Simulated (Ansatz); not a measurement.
Cl:

```
Cl
1.0
     3.14500   -2.25000    0.00000
     3.14500    2.25000    0.00000
     0.00000    0.00000    8.21000
Cl
4
Direct
  0.37000 0.63000 0.40000
  0.13000 0.87000 0.90000
  0.63000 0.37000 0.60000
  0.87000 0.13000 0.10000
```

* Program: Ansatz 0.2.0
* Task: relaxation of cell and atoms
* Functional: revPBE
* Dispersion: D3(BJ)
* Potentials or basis: Ansatz PAW
* Cutoff: 420 eV (not typed: the program's choice for these potentials)
* k mesh: 7 × 7 × 4
* Occupations: fermi-dirac, width 0.05 eV
* Spin: no spin polarisation

At the start: volume 29.05 Å³/atom.

Task: How do energy, volume and symmetry change on relaxing?

Result: It ends after 8 steps and the volume is 27.50 Å³/atom (-5.3 %); space group Cmce (No. 64, to 0.05 Å).

Step by step:
```tsv
step	energy change (eV)	largest force (eV/Å)	volume (Å³)
1	0.0000	0.1062	116.19
2	-0.0164	0.0678	113.30
3	-0.0202	0.0794	110.79
4	-0.0223	0.0234	109.79
5	-0.0248	0.0078	110.30
6	-0.0259	0.0247	109.79
7	-0.0260	0.0003	110.00
8	-0.0259	0.0003	110.00
```

Final structure:
```xyz
4
Lattice="3.2270 -2.0925 0.0000 3.2270 2.0925 0.0000 0.0000 0.0000 8.1452" Properties=species:S:1:pos:R:3 pbc="T T T"
Cl    3.2270    0.5188    3.2011
Cl    3.2270    1.5737    7.2737
Cl    3.2270   -0.5188    4.9441
Cl    3.2270   -1.5737    0.8715
```

Caveat: the plane-wave basis is chosen anew once the cell has moved, so the energies of steps on either side of that aren't comparable; the PAW data sets come from PBE, with cores solved anew for the run's functional, which leaves a small shift of forces and pressure.
